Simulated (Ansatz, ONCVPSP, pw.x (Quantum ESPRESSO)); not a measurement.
# Hf (Z = 72): one change to the ONCV potential, in the atom and in the fcc crystal

ONCVPSP 4.0.1.1 (patched build) input, shortened (lines: element, Z, core and valence counts, functional; n l f; lmax; l rc ep ncon nbas qcut; lloc lpopt rc5 dvloc0; l nproj debl; icmod fcfact rcfact), PBE, scalar-relativistic:

```
  Hf 72.00   10    4        4      upf
    1    0    2.00
    2    0    2.00
    2    1    6.00
    3    0    2.00
    3    1    6.00
    3    2   10.00
    4    0    2.00
    4    1    6.00
    4    2   10.00
    4    3   14.00
    5    0    2.00
    5    1    6.00
    5    2    2.00
    6    0    2.00
    2
    0    1.75    0.00    4    8    8.10
    1    1.65    0.00    4    8    9.90
    2    2.15    0.00    3    7    4.20
    4    5    1.50    0.00
    0    2    3.20
    1    2    0.50
    2    2    3.80
    2    0.30    0.75
```

In the p channel the program set the typed energies aside and used -1.307, 0.250 Ha.

Change: s: qcut 7; p: qcut 8.5; d: qcut 3.6.

Cutoffs, loose and tight: the cutoffs (Ha) at which the residual kinetic energy of the hardest occupied pseudo-wave falls to 1 and 0.1 mHa per electron. They do not see the model core or the augmentation charge, which bear on the density cutoff. Test errors are all-electron minus pseudo excitation energies from the reference, over the configurations 5s2 5p6 5d2 6s1; 5s2 5p6 5d2 6s0; 5s2 5p6 5d1 6s0; 5s2 5p6 5d3 6s0; variants that change the core or the reference have their own tests.

Crystal test: fcc Hf in pw.x 7.5, no spin, 13³ k-points, Fermi–Dirac smearing 0.01 Ry, cutoffs set for each file from its atomic test. The reference is all-electron LAPW (Ansatz 0.2.0) with the same functional, mesh and smearing; V0 and B0 come from Birch–Murnaghan fits to the pressures at five volumes. Errors are pseudo minus all-electron; Δ is the rms difference of the E(V) curves that follow from these fits, minima aligned, over ±6 % about the mean V0. Mesh and smearing are coarse, so the numbers serve the comparison and aren't converged zero-temperature values; the lattice is a test structure that the element need not adopt.

All-electron: a0 = 4.490 Å (V0 = 22.63 Å³/atom), B0 = 101.6 GPa.

Problem. Does the change bring the crystal closer to the all-electron result?

Solution. The mean pressure error goes from -1.44 to -1.99 GPa, so the change moves the solid further from the all-electron pressures.

```csv
quantity,base,changed
outcome (atom),"generated, projector energies reset by the program","generated, projector energies reset by the program"
"cutoff, loose (atom)",28 Ha,35 Ha
"cutoff, tight (atom)",40 Ha,56 Ha
bound ghosts (atom),none,none
largest test error (meV) (atom),+9.6 over the solved tests; 1 of 4 tests not solved or not reliable,+15 over the solved tests; 1 of 4 tests not solved or not reliable
cutoffs in pw.x (Ry),95/380,130/520
a0 (Å),4.469,4.460
a0 error (%),-0.48,-0.66
B0 error (%),+0.8,+1.3
Δ (meV/atom),7.2,10.0
mean pressure error (GPa),-1.44,-1.99
```

Base: Atomic configuration tests: 1 of 4 tests not solved or not reliable. Changed file: This is a poor potential for the solid. Atomic configuration tests: 1 of 4 tests not solved or not reliable.
